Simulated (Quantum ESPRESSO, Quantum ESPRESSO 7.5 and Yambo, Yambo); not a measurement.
# AgBr (Bromargyrite): G0W0 with Yambo, start to end

How does a plane-wave GW calculation on AgBr (Bromargyrite) run from the first input to the gap?

Calculated with Quantum ESPRESSO 7.5 and Yambo 5.3.0; PBE and many-body steps on it, plane waves.

Report form: the programs' logs are mostly left out.

## 1. The starting structure

The structure is cubic, space group Fm-3m (No. 225). Conventional cell: a = 5.775 Å, b = 5.775 Å, c = 5.775 Å, α = 90.00°, β = 90.00°, γ = 90.00°. Nearest to Ag lie 6 Br at 2.89 Å. Br has 6 Ag at 2.89 Å nearest. Farther neighbours and most contacts between anions are not listed.

The cell and positions come from the Crystallography Open Database and are kept as given unless a step says otherwise.

## 2. Ground state

This step: Quantum ESPRESSO 7.5; DFT, PBE, plane waves, norm-conserving pseudopotentials.

The ground-state density comes first.

File pw.in:

```
&control
  calculation = 'scf'
  prefix = 'x'
  outdir = 'o'
  pseudo_dir = 'pseudo'
/
&system
  ibrav = 0
  nat = 2
  ntyp = 2
  ecutwfc = 76.0
  nbnd = 23
  force_symmorphic = .true.
/
&electrons
  conv_thr = 1e-10
  electron_maxstep = 80
  mixing_beta = 0.5
/
ATOMIC_SPECIES
  Ag 107.87 Ag.upf
  Br 79.904 Br.upf
CELL_PARAMETERS angstrom
  0.0000000000 2.8872500000 2.8872500000
  2.8872500000 -0.0000000000 2.8872500000
  2.8872500000 2.8872500000 0.0000000000
ATOMIC_POSITIONS crystal
  Ag 0.0000000000 0.0000000000 0.0000000000
  Br 0.5000000000 0.5000000000 0.5000000000
K_POINTS automatic
  6 6 6 0 0 0
```

Launch:

```console
$ OMP_NUM_THREADS=1 mpirun -n 4 pw.x -nk 4 -in pw.in > pw.out
```

The job ended after 7.9 s (4 MPI ranks of Intel Xeon 6975P-C (Granite Rapids), shared host; peak memory 0.29 GiB).

This step gave:

| Property | Result |
| --- | --- |
| total energy | -7902.6711 eV |
| gap | 0.6765 eV |
| k of the valence top | 0, 0, -0.5 |
| k of the conduction bottom | 0, 0, 0 |
| least direct gap | 2.544 eV |

The gap is indirect, with the least direct gap 1.87 eV higher.

## 3. Bands along the symmetry lines

The cheap functional maps the bands first; the places of the edges decide which points the dearer methods must see.

File pw.in:

```
&control
  calculation = 'bands'
  prefix = 'x'
  outdir = 'o'
  pseudo_dir = 'pseudo'
/
&system
  ibrav = 0
  nat = 2
  ntyp = 2
  ecutwfc = 76.0
  nbnd = 24
  force_symmorphic = .true.
/
&electrons
  conv_thr = 1e-9
  electron_maxstep = 80
  diago_full_acc = .true.
  diago_thr_init = 5e-6
/
ATOMIC_SPECIES
  Ag 107.87 Ag.upf
  Br 79.904 Br.upf
CELL_PARAMETERS angstrom
  0.0000000000 2.8872500000 2.8872500000
  2.8872500000 -0.0000000000 2.8872500000
  2.8872500000 2.8872500000 0.0000000000
ATOMIC_POSITIONS crystal
  Ag 0.0000000000 0.0000000000 0.0000000000
  Br 0.5000000000 0.5000000000 0.5000000000
K_POINTS crystal
  50
  0.00000000 0.00000000 0.00000000 1
  0.06250000 0.00000000 0.06250000 1
  0.12500000 0.00000000 0.12500000 1
  0.18750000 0.00000000 0.18750000 1
  0.25000000 0.00000000 0.25000000 1
  0.31250000 0.00000000 0.31250000 1
  0.37500000 0.00000000 0.37500000 1
  0.43750000 0.00000000 0.43750000 1
  0.50000000 0.00000000 0.50000000 1
  0.51562500 0.03125000 0.51562500 1
  0.53125000 0.06250000 0.53125000 1
  0.54687500 0.09375000 0.54687500 1
  0.56250000 0.12500000 0.56250000 1
  0.57812500 0.15625000 0.57812500 1
  0.59375000 0.18750000 0.59375000 1
  0.60937500 0.21875000 0.60937500 1
  0.62500000 0.25000000 0.62500000 1
  0.37500000 0.37500000 0.75000000 1
  0.32812500 0.32812500 0.65625000 1
  0.28125000 0.28125000 0.56250000 1
  0.23437500 0.23437500 0.46875000 1
  0.18750000 0.18750000 0.37500000 1
  0.14062500 0.14062500 0.28125000 1
  0.09375000 0.09375000 0.18750000 1
  0.04687500 0.04687500 0.09375000 1
  0.00000000 0.00000000 0.00000000 1
  0.06250000 0.06250000 0.06250000 1
  0.12500000 0.12500000 0.12500000 1
  0.18750000 0.18750000 0.18750000 1
  0.25000000 0.25000000 0.25000000 1
  0.31250000 0.31250000 0.31250000 1
  0.37500000 0.37500000 0.37500000 1
  0.43750000 0.43750000 0.43750000 1
  0.50000000 0.50000000 0.50000000 1
  0.50000000 0.46875000 0.53125000 1
  0.50000000 0.43750000 0.56250000 1
  0.50000000 0.40625000 0.59375000 1
  0.50000000 0.37500000 0.62500000 1
  0.50000000 0.34375000 0.65625000 1
  0.50000000 0.31250000 0.68750000 1
  0.50000000 0.28125000 0.71875000 1
  0.50000000 0.25000000 0.75000000 1
  0.50000000 0.21875000 0.71875000 1
  0.50000000 0.18750000 0.68750000 1
  0.50000000 0.15625000 0.65625000 1
  0.50000000 0.12500000 0.62500000 1
  0.50000000 0.09375000 0.59375000 1
  0.50000000 0.06250000 0.56250000 1
  0.50000000 0.03125000 0.53125000 1
  0.50000000 0.00000000 0.50000000 1
```

Wall time 5.2 s (4 MPI ranks); peak memory 0.26 GiB.

This step gave:

- gap: 0.6765 eV
- k of the valence top: 0.5, 0.5, 0.5
- k of the conduction bottom: 0, 0, 0
- least direct gap: 2.544 eV

The gap is 0.676 eV, as in the run before at this level.

The electronic bands at the labelled points (eV, zero at the top of the highest filled band):

```
    point  band 15  band 16  band 17  band 18  band 19  band 20  band 21  band 22
        Γ    -2.72    -1.87    -1.87    -1.87     0.68     9.93     9.93     9.93
  halfway    -2.64    -1.81    -1.81    -1.60     3.25     6.69     7.86     9.49
        X    -2.57    -2.33    -2.33    -2.24     1.64     7.09     9.00    10.97
  halfway    -2.34    -2.28    -2.08    -1.93     2.05     7.10     8.75    10.34
        U    -2.38    -2.16    -1.97    -1.17     2.98     6.84     8.21     9.15
jump to K    -2.38    -2.16    -1.97    -1.17     2.98     6.84     8.21     9.15
  halfway    -2.49    -2.00    -1.74    -0.20     3.75     6.49     7.50     7.83
        Γ    -2.72    -1.87    -1.87    -1.87     0.68     9.93     9.93     9.93
  halfway    -2.58    -2.25    -0.74    -0.74     2.86     7.17     8.25     8.25
        L    -2.43    -2.09     0.00     0.00     3.79     6.49     6.81     6.81
  halfway    -2.42    -2.14    -1.17    -0.59     4.48     5.27     7.84     7.90
        W    -2.32    -2.23    -2.23    -1.48     3.76     7.15     7.68     7.68
  halfway    -2.33    -2.33    -2.27    -1.72     2.47     7.18     8.53     9.07
        X    -2.57    -2.33    -2.33    -2.24     1.64     7.09     9.00    10.97
```

## 4. Empty states on the mesh, 4×4×4 mesh, 585 bands

The sums over transitions need many empty states on a uniform mesh; this step solves for them.

File pw.in:

```
&control
  calculation = 'nscf'
  prefix = 'x'
  outdir = 'o'
  pseudo_dir = 'pseudo'
/
&system
  ibrav = 0
  nat = 2
  ntyp = 2
  ecutwfc = 76.0
  nbnd = 585
  force_symmorphic = .true.
/
&electrons
  conv_thr = 1e-9
  electron_maxstep = 80
  diago_full_acc = .true.
  diago_thr_init = 5e-6
/
ATOMIC_SPECIES
  Ag 107.87 Ag.upf
  Br 79.904 Br.upf
CELL_PARAMETERS angstrom
  0.0000000000 2.8872500000 2.8872500000
  2.8872500000 -0.0000000000 2.8872500000
  2.8872500000 2.8872500000 0.0000000000
ATOMIC_POSITIONS crystal
  Ag 0.0000000000 0.0000000000 0.0000000000
  Br 0.5000000000 0.5000000000 0.5000000000
K_POINTS automatic
  4 4 4 0 0 0
```

Run time: 76 s. Hardware: 4 MPI ranks; peak memory 1.1 GiB.

This step gave:

```
gap                                                           : 0.6765 eV
k of the valence top                                          : 0, 0, -0.5
k of the conduction bottom                                    : 0, 0, 0
least direct gap                                              : 2.544 eV
k points computed                                             : 8
lowest point of the top converged band, above the valence top : 288.5842 eV
```

On this mesh the gap is 0.676 eV.

## 5. Conversion and set-up

This step: Yambo 5.3.0; conversion and set-up on PBE, plane waves, norm-conserving pseudopotentials.

The states are converted to the many-body program's format and the q mesh is built.

Launch:

```console
$ (cd o/x.save; p2y > p2y.log; mv SAVE ../..); yambo > setup.log
```

The job ended after 3.4 s (1 MPI rank; peak memory 0.25 GiB).

## 6. Screening and self-energy, 4×4×4 mesh, 249 bands, screening to 231.3 eV

G0W0 replaces the xc potential by the self-energy, built once from these orbitals. Only a window of levels is corrected, while the sums run over the empty bands that the input names.

This step: G0W0 on PBE, plane waves, norm-conserving pseudopotentials.

File gw2.in:

```
HF_and_locXC
gw0
dyson
ppa
em1d
rim_cut
RandQpts= 1000000
RandGvec= 1 RL
EXXRLvcs= 76 Ry
VXCRLvcs= 304 Ry
Chimod= "HARTREE"
% BndsRnXp
 1 | 249 |
%
NGsBlkXp= 17 Ry
% LongDrXp
 1 | 1 | 1 |
%
% GbndRnge
 1 | 249 |
%
DysSolver= "n"
ExtendOut
PPAPntXp= 27.21138 eV
% QPkrange
 3 | 3 | 17 | 20 |
 1 | 1 | 17 | 20 |
%
```

Launch:

```console
$ OMP_NUM_THREADS=1 mpirun -n 4 yambo -F gw2.in -J gw2 -C gw2 > gw2.log
```

Elapsed: 7.3 min, on 4 MPI ranks; peak memory 2 GiB; 25 min of CPU time.

This step gave:

* G0W0 gap on the points computed: 2.105 eV
* starting gap on the mesh: 0.6765 eV
* k of the valence top: 0, 0, -0.5
* k of the conduction bottom: 0, 0, 0
* least direct G0W0 gap on the computed points: 4.469 eV
* Z at the valence top: 0.8009
* Z at the conduction bottom: 0.8276

The gap on the mesh goes from 0.68 eV to 2.10 eV, a correction of +1.43 eV.

Limits: finite bands, cutoff and mesh; d shell near the gap, gap tends to lie low; no spin-orbit coupling; coarse k mesh. v1 is the top filled band, c1 the lowest empty one. Levels before and after the correction, in eV, zero at the valence-band top of each column:

```
           conduction bottom  valence top
Kohn-Sham               0.68         0.00
     G0W0               2.10         0.00
```

```
                      level  energy (eV)
Kohn-Sham           Γ v2-v1       -1.868
Kohn-Sham              Γ c1        0.676
Kohn-Sham              Γ c2        9.933
Kohn-Sham  (0 0 -0.5) v2-v1        0.000
Kohn-Sham     (0 0 -0.5) c1        3.790
Kohn-Sham     (0 0 -0.5) c2        6.489
     G0W0           Γ v2-v1       -2.364
     G0W0              Γ c1        2.105
     G0W0              Γ c2       11.922
     G0W0  (0 0 -0.5) v2-v1        0.000
     G0W0     (0 0 -0.5) c1        5.234
     G0W0     (0 0 -0.5) c2        7.985
```

## 7. Where the time went

Times are wall times on the hardware named with each run, good to a factor of about two.

```
                          step     time  share  memory (GiB)
                  ground state    7.9 s    1 %          0.29
bands along the symmetry lines    5.2 s    1 %          0.26
      empty states on the mesh     76 s   14 %           1.1
         conversion and set-up    3.4 s    1 %          0.25
     screening and self-energy  7.3 min   83 %           2.0
```

## 8. What came out

```
PBE gap              : 0.68 eV, indirect
G0W0 gap on the mesh : 2.10 eV
GW settings          : 4×4×4 mesh, 249 bands, screening to 231.3 eV, Godby-Needs plasmon pole
known limits         : not at the basis limit; d shell near the gap, gap tends to lie low; no spin-orbit coupling; coarse k mesh
```

What this shows: G0W0 moves the gap on the mesh from 0.68 eV to 2.10 eV (+1.43 eV), with Z of 0.80 and 0.83 at the edges. Only 2 of the mesh's irreducible points were corrected, so a valley elsewhere could overtake. The dearest step here is «screening and self-energy». Bands and cutoff are finite, so the gap is not at the basis limit. The miss can reach some tenths of an eV and take either sign; the mesh is an error of its own. In the G0W0 run levels were corrected at 2 k points alone, so a gap called «on the mesh» is the least over those, and an edge elsewhere would be missed. The 4×4×4 mesh is coarse for this cell, which bears on the long-range parts of exchange and screening. A d shell, filled or nearly so, lies near the gap. One-shot GW converges very slowly in bands there, not always from below, and on a semilocal start the gap tends to come out low; starts rich in exact exchange can overshoot instead. The many-body steps are scalar-relativistic: spin-orbit coupling is not in them.

[Paths, hosts, dates, memory and timing lines, banners, echoed tables and standing remarks are left out of the program output.]

[Logs are printed without paths, hosts, clocks, repeated set-up lines and the standing remarks that a program may print on its own settings, such as how far it seeks lower states.]

[Runs of the session that timed out or met a known fault of the program may be left out.]

[Hosts, paths, dates, database ids (printed as entryN), source tags and the programs' standing remarks are cut or masked in the printed files.]
